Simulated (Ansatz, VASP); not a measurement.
## Two plane-wave programs on AlN

```
CELL_PARAMETERS angstrom
2.51223 0.00000 0.00000
-1.25611 2.17565 0.00000
0.00000 0.00000 4.37368
ATOMIC_POSITIONS crystal
Al 0.00000 0.00000 0.00000
Al 0.00000 0.00000 0.50000
N 0.33333 0.66667 0.25000
N 0.66667 0.33333 0.75000
```

Alike in both runs: functional PBE; k mesh 13 × 13 × 7; occupations fermi-dirac, width 0.08 eV; no spin polarisation.

Ansatz relaxed the structure, and its values are those at the end. VASP's run is a single point on that final structure, the one shown.

|  | VASP | Ansatz |
| --- | --- | --- |
| version | VASP 6.6.1 | Ansatz 0.2.0 |
| potentials or method | VASP PAW PBE potentials, release 64 (Al, N) | PAW with Ansatz's default frozen-core files, scalar-relativistic |
| plane-wave cutoff (eV) | 520 | 420 |
| valence electrons in the cell | 16 | 16 |

```tsv
	VASP	Ansatz	Ansatz less VASP
gap on the k mesh at the Fermi level (eV)	5.55	5.56	+0.002
```

Caveats: an odd mesh through Γ misses points on the zone boundary, where band edges often lie.
